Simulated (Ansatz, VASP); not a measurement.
# InAs in two plane-wave programs, part 2 of 2

Wanted: the spread between two codes on one cell, functional and k mesh. The cell is taken from a series of runs on this material, whose earlier steps may have relaxed, scaled, displaced or heated it; both programs get it as it stands.

VASP 6.6.1 and Ansatz 0.2.0.

So far: Set-up; VASP: zone-centre phonons, LDA.

### Step 3. Ansatz: zone-centre phonons, LDA

Level of this step: Ansatz beside VASP: Kohn-Sham DFT, plane waves, LDA (Ansatz).

Ansatz runs on its PAW soft_1 files.

The same cell, functional (in two slightly different forms), mesh and smearing now go to Ansatz, which takes its cutoff from its data sets.

input.yaml reads:

```yaml
crystal:
  lattice:
    - [-0.0965712909, 3.0067277067, 3.0067277067]
    - [3.0067277067, -0.0965712909, 3.0067277067]
    - [3.0067277067, 3.0067277067, -0.0965712909]
  atoms:
    - { symbol: As, position: [0.7473767863, 0.7473767863, 0.7473767863] }
    - { symbol: In, position: [0.0026232137, 0.0026232137, 0.0026232137] }
kpoints:
  mp_grid: { grid: [12, 12, 12] }
hamiltonian:
  xc: lda
  pseudopotentials: { kind: paw, azcp: { folder: soft_1 }, xc_functional: pbe }
scf:
  occupations: { method: methfessel_paxton, width: 0.2 }
output:
  eigenvalues: true
phonons:
  method: dfpt
```

Launch:

```sh
$ ansatz run input.yaml --threads 4 --pin off --max-ram 10240MiB --backend cpu --events-out ev --progress --plain --runs-dir out
```

Numbers of over 12 decimals in the logs are rounded to 6 here.

The program printed:

```text
Engine: ansatz 0.2.0, aarch64-unknown-linux-gnu
Pseudopotentials: kind: paw
Pseudopotential: As, paw, valence charge 15, recommended cutoff 420 eV (normal), soft_1/As.paw.azcp
Pseudopotential: In, paw, valence charge 13, recommended cutoff 420 eV (normal), soft_1/In.paw.azcp
Functional definition: SPW92
  exchange = slater_x
  correlation = pw_c
Crystal: 2 atoms, lattice volume = 56.982 Å³
Basis set: ecut = 420 eV, 1121 PW (Γ), exchange–correlation on 60×60×60 points (8 copies of the dense FFT grid, shifted against one another)
Bands: 18, of which v1, the nominal top of the filled ones, is band 14 counted from 1 (13 counted from 0)
Symmetry: 6 space group operations
k-points: 476 of 1728 (irreducible under 2 space group operations, time reversal used)
Non-local potential: As, projectors of the file, l = 0: 2, l = 1: 2, l = 2: 3, l = 3: 1
Non-local potential: In, projectors of the file, l = 0: 2, l = 1: 2, l = 2: 2, l = 3: 1
PAW form: soft (Blöchl's): semilocal exchange-correlation on the pseudo side does not see the compensation charge
PAW frozen core: As, regenerated for the run's functional, and the local potential with it (the file was generated under x = pbe(κ = 0.804, μ = 0.219515), c = pbe(β = 0.066725))
PAW frozen core: In, regenerated for the run's functional, and the local potential with it (the file was generated under x = pbe(κ = 0.804, μ = 0.219515), c = pbe(β = 0.066725))
PAW one-centre angular grid: As, 590 points (default); XC on 64 Gauss nodes
PAW one-centre angular grid: In, 590 points (default); XC on 64 Gauss nodes
Initial density: superposition of atomic densities (chi_scale 0.1, normalization cell, long waves kept (reshape's long-wave potential 0.00 eV rms))
Initial wavefunctions: pseudopotential atomic-orbital guess
Functional: x = slater, c = lda
SCF iter   1: F=—  HF=-10231.388221 eV  |F-HF|=—  |Δ(HF+E_count)|=         —  Δρ=2.68e-2  dr2=3.63e-1  ethr=3.10e-3  ⟨swp⟩=5.2  Hψ=43766  notcnv=0
preconditioner: auto → Kerker (q_TF=auto, 2.424 Å⁻¹)  [metal: Δε(μ)=0.122 eV  Ē_g=14.524 eV  σ=0.200 eV  W_gap=0.49  n_scr=14 (ndim 8)  ℏωp=20.9 eV  f_vac=0.013  D(μ)=0.03/eV (n_scr^D=0)]
SCF iter   2: F=—  HF=-10231.316167 eV  |F-HF|=—  |Δ(HF+E_count)|=   7.21e-2  S|Δr|=    0.00e0  Δρ=1.69e-2  dr2=1.64e-1  ethr=1.30e-3  ⟨swp⟩=2.0  Hψ=13968  notcnv=0
SCF iter   3: F=—  HF=-10231.267530 eV  |F-HF|=—  |Δ(HF+E_count)|=   4.86e-2  S|Δr|=    0.00e0  Δρ=3.07e-3  dr2=1.05e-2  ethr=5.86e-4  ⟨swp⟩=2.9  Hψ=12207  notcnv=0
SCF iter   4: F=—  HF=-10231.266478 eV  |F-HF|=—  |Δ(HF+E_count)|=   1.05e-3  S|Δr|=    0.00e0  Δρ=1.27e-3  dr2=2.11e-3  ethr=3.76e-5  ⟨swp⟩=1.9  Hψ=12064  notcnv=0
SCF iter   5: F=—  HF=-10231.266458 eV  |F-HF|=—  |Δ(HF+E_count)|=   2.00e-5  S|Δr|=    0.00e0  Δρ=3.63e-4  dr2=1.05e-4  ethr=7.53e-6  ⟨swp⟩=3.0  Hψ=15238  notcnv=0
SCF iter   6: F=—  HF=-10231.266509 eV  |F-HF|=—  |Δ(HF+E_count)|=   5.12e-5  S|Δr|=    0.00e0  Δρ=1.08e-4  dr2=7.55e-6  ethr=3.75e-7  ⟨swp⟩=2.0  Hψ=15232  notcnv=0
SCF iter   7: F=—  HF=-10231.266494 eV  |F-HF|=—  |Δ(HF+E_count)|=   1.51e-5  S|Δr|=    0.00e0  Δρ=4.24e-5  dr2=1.02e-6  ethr=2.70e-8  ⟨swp⟩=2.0  Hψ=15236  notcnv=0
SCF iter   8: F=—  HF=-10231.266495 eV  |F-HF|=—  |Δ(HF+E_count)|=   4.96e-7  S|Δr|=    0.00e0  Δρ=1.15e-5  dr2=1.16e-7  ethr=3.65e-9  ⟨swp⟩=2.2  Hψ=10601  notcnv=0
SCF iter   9: F=—  HF=-10231.266495 eV  |F-HF|=—  |Δ(HF+E_count)|=   3.21e-8  S|Δr|=    0.00e0  Δρ=3.92e-6  dr2=1.95e-8  ethr=4.16e-10  ⟨swp⟩=2.0  Hψ=15233  notcnv=0
SCF iter  10: F=—  HF=-10231.266495 eV  |F-HF|=—  |Δ(HF+E_count)|=   3.49e-9  S|Δr|=    0.00e0  Δρ=1.19e-6  dr2=1.32e-9  ethr=6.95e-11  ⟨swp⟩=2.0  Hψ=9313  notcnv=0
SCF iter  11: F=—  HF=-10231.266495 eV  |F-HF|=—  |Δ(HF+E_count)|=  1.95e-10  S|Δr|=    0.00e0  Δρ=3.07e-7  dr2=3.73e-11  ethr=4.70e-12  ⟨swp⟩=2.0  Hψ=10061  notcnv=0
SCF iter  12: F=-10231.266495 eV  HF=-10231.266495 eV  |F-HF|=0.00e0  |Δ(HF+E_count)|=  2.55e-11  S|Δr|=    0.00e0  Δρ=9.54e-8  dr2=5.88e-12  ethr=1.00e-12  ⟨swp⟩=6.0  Hψ=35961  notcnv=0
SCF 1 converged in 12 iterations: F = -10231.266495 eV  dr2 = 5.88e-12
  greatest PAW one-centre occupation: 0.999 electrons in one spin orbital (limit 2), on the As atom at site 0 (counted from 0), in its partial waves of l = 2
DFPT response loops at Γ: preconditioner auto → Kerker (q_TF=auto, 2.424 Å⁻¹) (partly filled bands, converged f_vac=0.096); β = 1.00, the filter's whole step (`scf.mixing.beta` (0.50) is not read by the response loops under this deck's `scf.mixing.preconditioner`; to damp them name `kerker` or `kerker_dos`, under which they read `scf.mixing.beta`, and type it under 1.00, their step now; both keys bind the ground state too); Broyden in place of MSR1
SCF converged after 12 iterations
Stability not checked: this state was not tested for a lower state beside it, because cold or Methfessel-Paxton smearing, or corrected tetrahedra, fill the levels in a way that the test cannot read (fill_not_monotonic; see scf.lower_state_search)
Free energy (F): -10231.266495 eV
Harris-Foulkes:  -10231.266495 eV  (|F-HF|=0.00e0)
Internal energy: -10231.266931 eV  (E = F + TS)
E sigma→0 (E₀):  -10231.266604 eV
Entropy (-TS):   0.000436 eV (0.218 meV/atom)
Fermi energy:    7.107820 eV
Step filling:    the computed levels leave a gap of 0.1289 eV = 0.6 smearing widths at the electron count; against every level under it full and every level over it empty, smearing changes F+E_penalty+E_count by +0.133 meV and its σ→0 estimate by +0.024 meV
--- Per-component energies (eV) ---
  E_band       = -336.586138
  E_kinetic    = 317.285368
  E_local      = -3525.824156  (includes V_loc(G=0)·N_el)
  E_nonlocal   = -59.516615
  E_hartree    = 1746.266860
  E_xc         = -211.800521
  E_vxc        = -163.988404  (∫ρ·V_xc dr)
  E_paw        = -6001.712436  (= ΣΔE_a)
  E_vpaw       = -397.076153  (= ΣTr[D̂ρ^β])
  E_aug_tail   = 0.000085  (compensation charges beyond the density's cutoff)
  E_ewald      = -2498.325279
  E_core_change = 2.359764  (= ΣΔE_core)
  E_smearing   = 0.000436  (= −TS)
  E_closure    = -0.000000  (closes the sum)
  Σ components = -10231.266495   (vs F -10231.266495, Δ=0.00e0)
--- Band table (eV; the first three rows and the last of 476) ---
  k-point 0: bands = [... 10 lower, -4.7774, 6.3219, 6.8764, 6.8764, 7.1541, 10.6439, 10.6439, 11.1450]
  k-point 1: bands = [... 10 lower, -4.7103, 5.4567, 6.7950, 7.0252, 7.5544, 10.7171, 10.7777, 11.2225]
  k-point 2: bands = [... 10 lower, -4.5168, 4.2953, 6.5964, 6.8146, 7.9942, 11.0433, 11.0970, 11.4951]
  k-point 475: bands = [... 10 lower, -3.2530, 1.3838, 5.8384, 5.8384, 7.3217, 11.3504, 11.3504, 13.4754]
--- Phonons (Γ-DFPT): 2 representative perturbations + reference, on 476 of 1728 k-points (Σ response iterations 6) ---
  k mesh reduced under 2 symmetry operations, with k and −k counted as one. Each operation leaves every solved perturbation unchanged. A smaller set is not used because it would not reduce the number of displacements times k-points to solve
  ASR residual: 4.246e-5 → 0.000e0 eV/Å²; symmetrization residual: 2.139e-5 eV/Å²
  ASR residual per site (eV/Å²): 8.19e-6 4.25e-5
  Γ frequencies (cm⁻¹): 0.00 0.00 0.00 199.60 199.60 210.46
  non-analytic LO–TO correction: not included (Born effective charges unavailable; polar crystals: no LO–TO splitting at Γ)
```

The column dr2 measures how far the density is from self-consistency, as an energy; F and HF (Harris–Foulkes) agree once it is small.

### Step 4. Comparison

Known differences besides the potentials themselves: the data sets hold 28 valence electrons in Ansatz (on its PAW soft_1 files) and 18 in VASP; the cutoff is 420 eV in Ansatz and 500 eV in VASP; VASP's log shows a relativistic correction to its local exchange, Ansatz's none. Total energies have different zeros and are not compared.

Both answers:

```tsv
quantity	Ansatz	VASP	difference
optical mode 1 to 2 (cm⁻¹)	199.6	200.5	-0.47 %
optical mode 3 (cm⁻¹)	210.5	211.3	-0.38 %
```

Modes are paired by rising frequency, not by their patterns, so a pair may set unlike modes beside each other; they are those without the splitting of longitudinal modes.

### Step 5. What came out

```yaml
r_m_s_difference_of_the_optical_zone_centre_modes_each_program_s_sorted_by_frequency_zone_centre_phonons_lda: 0.90 cm⁻¹
```

**Reading.** The r.m.s. difference of the optical zone-centre modes, each program's sorted by frequency is 0.90 cm⁻¹ (zone-centre phonons, LDA). The data sets hold unlike numbers of valence electrons (28 in Ansatz and 18 in VASP), so part of the differences comes from the potentials. Such differences can come from data sets, numerical settings and the points named under the comparisons, not from the functional's error against experiment.

[Lines on the potential files, build, host, timing and source positions are cut from VASP's logs without a mark.]

[Logs are printed without paths, hosts, clocks, repeated set-up lines and the standing remarks that a program may print on its own settings, such as how far it seeks lower states.]

[Hosts, paths, dates, database ids (printed as entryN), source tags and the programs' standing remarks are cut or masked in the printed files.]
